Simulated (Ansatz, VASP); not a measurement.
**BiTe: VASP beside Ansatz**

File INCAR:

```
  PREC = Accurate
  ENCUT = 520
  EDIFF = 1E-7
  ISMEAR = -1
  SIGMA = 0.1
  LREAL = False
  LASPH = True
  NELM = 60
  ALGO = Normal
  ISIF = 2
  LWAVE = False
  LCHARG = False
  GGA = PE
  NBANDS = 18
```

File KPOINTS:

```
regular mesh
0
Gamma
  6 6 6
```

POSCAR

```
BiTe
1.0
    0.0000000000      3.3394261735      3.3394261735
    3.3394261735      0.0000000000      3.3394261735
    3.3394261735      3.3394261735      0.0000000000
Bi Te
1 1
Direct
    0.0000000000      0.0000000000      0.0000000000
    0.5000000000      0.5000000000      0.5000000000
```

Input for Ansatz:

```yaml
crystal:
  lattice:
    - [0.0, 3.339426173501348, 3.339426173501348]
    - [3.339426173501348, 0.0, 3.339426173501348]
    - [3.339426173501348, 3.339426173501348, 0.0]
  atoms:
    - { symbol: Bi, position: [0.0, 0.0, 0.0] }
    - { symbol: Te, position: [0.5, 0.5, 0.5] }
basis:
  ecutwfc: 462.593566181796
kpoints:
  mp_grid:
    grid: [6, 6, 6]
hamiltonian:
  xc: pbe
scf:
  occupations:
    method: fermi_dirac
output:
  stress: true
```

Alike in both runs: task single point; functional PBE; k mesh 6 × 6 × 6; no spin polarisation.

|  | VASP | Ansatz |
| --- | --- | --- |
| version | VASP 6.6.1 | Ansatz 0.2.0 |
| potentials or method | VASP PAW PBE potentials, release 64 (Bi_d, Te) | plane waves, PAW |
| plane-wave cutoff (eV) | 520 | 463 |
| occupations | fermi-dirac, width 0.1 eV | fermi-dirac |
| valence electrons in the cell | 21 | 31 |

|  | VASP | Ansatz | Ansatz less VASP |
| --- | --- | --- | --- |
| pressure (GPa) | -3.1 | -3.0 | +0.06 |

The two sets of potentials don't hold the same shells in valence.
